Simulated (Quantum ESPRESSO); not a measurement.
Crystal: Mo.

```
CELL_PARAMETERS angstrom
-1.58381 1.58381 1.58381
1.58381 -1.58381 1.58381
1.58381 1.58381 -1.58381
ATOMIC_POSITIONS crystal
Mo 0.00000 0.00000 0.00000
```

| Quantity | Value |
| --- | --- |
| Program | Quantum ESPRESSO 7.5 |
| Task | phonon dispersion |
| Functional | LDA |
| Potentials or basis | JTH 2.0 LDA |
| Cutoff | 490 eV |
| Density cutoff | 2939 eV |
| k mesh | 12 × 12 × 12 |
| Occupations | cold, width 0.2 eV |
| Spin | no spin polarisation |
| Form of the LDA correlation | PW92 |
| Mixing beta | 0.5 |
| Most SCF iterations | 120 |
| SCF threshold | 2e-10 Ry |
| q mesh | 4 × 4 × 4 |

The cell and the atoms were relaxed first, to 15.08 Å³/atom (a = 2.696 Å, b = 2.696 Å, c = 2.696 Å, α = 109.47°, β = 109.47°, γ = 109.47°), and the response was taken there.

What are the zero-point energy, and the vibrational entropy and heat capacity at 298.15 K?

Zero-point energy 37.6 meV/atom; entropy 3.29 k_B/atom (27.3 J/(K·mol of atoms)); Cv 2.76 k_B/atom, 92 % of the classical limit. These are harmonic values without the electrons' part.

Phonon frequencies at the corners of the path (cm⁻¹, interpolated; i marks imaginary ones):
| point | frequencies |
| --- | --- |
| Γ | 0 0 0 |
| H | 202 202 202 |
| N | 161 209 282 |
| P | 220 220 220 |

Harmonic thermodynamics per atom at this volume (zero-point energy 37.6 meV, Debye temperature from the second moment 385 K):
| T (K) | free energy (meV) | entropy (k_B) | heat capacity Cv (k_B) |
| --- | --- | --- | --- |
| 50 | 37.5 | 0.12 | 0.41 |
| 100 | 35.7 | 0.78 | 1.56 |
| 200 | 22.4 | 2.23 | 2.51 |
| 298.15 | -1.1 | 3.29 | 2.76 |
| 500 | -72.1 | 4.76 | 2.91 |
| 800 | -214.5 | 6.15 | 2.97 |

Phonon states per cell in windows of 20 cm⁻¹ (negative: imaginary):
| from (cm⁻¹) | total |
| --- | --- |
| 0 | 0.00 |
| 20 | 0.00 |
| 40 | 0.01 |
| 60 | 0.02 |
| 80 | 0.04 |
| 100 | 0.07 |
| 120 | 0.12 |
| 140 | 0.20 |
| 160 | 0.36 |
| 180 | 0.47 |
| 200 | 0.63 |
| 220 | 0.36 |
| 240 | 0.42 |
| 260 | 0.29 |
| 280 | 0.00 |

Caveat: the cutoff is low for these files, which shifts pressure and relaxed volume.
